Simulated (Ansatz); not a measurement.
YN, DFT, PBE, PAW with Ansatz's default frozen-core files, fully relativistic files with spin-orbit coupling (Ansatz 0.2.0), run on 1 thread of Arm Neoverse V1 on a shared host.

The cell is COD entry 9008768, as deposited and not checked against the literature; nothing was relaxed.

Command: `ansatz run input.yaml --threads 1 --pin off --max-ram 2048MiB --backend cpu --events-out ev --progress --plain --runs-dir out`

```yaml
crystal:
  lattice:
    - [0.0, 2.4385, 2.4385]
    - [2.4385, 0.0, 2.4385]
    - [2.4385, 2.4385, 0.0]
  atoms:
    - { symbol: "Y", position: [0.0, 0.0, 0.0] }
    - { symbol: "N", position: [0.5, 0.5, 0.5] }
kpoints:
  mp_grid: { grid: [11, 11, 11] }
  band_path:
    path:
      - [0.0, 0.0, 0.0]
      - [0.5, 0.0, 0.5]
      - [0.625, 0.25, 0.625]
      - [0.375, 0.375, 0.75]
      - [0.0, 0.0, 0.0]
      - [0.5, 0.5, 0.5]
      - [0.5, 0.25, 0.75]
      - [0.5, 0.0, 0.5]
    npoints: 5
scf:
  occupations: { method: fermi_dirac, width: 0.03 }
hamiltonian:
  xc: pbe
  pseudopotentials: { kind: paw_fr }
output:
  forces: true
  stress: true
  eigenvalues: true
  efg: { contact_densities: true }
magnetization:
  noncollinear: true
  spin_orbit: true
```

(1) How large is the problem that the program sets up?

(2) About how long does it take, and how much memory does it use?

(3) And the same cell and mesh by all-electron LAPW, asked for forces, stress, eigenvalues, noncollinear, spin_orbit and the same band path, on the same hardware?

Results:

(1) 56 irreducible k-points, 537 plane waves at Γ, 24 bands.

(2) 14 s of wall time for 7 SCF iterations, with a peak of 0.48 GiB. Times on shared machines scatter by tens of per cent.

(3) 2.1 min, peak memory 0.44 GiB.
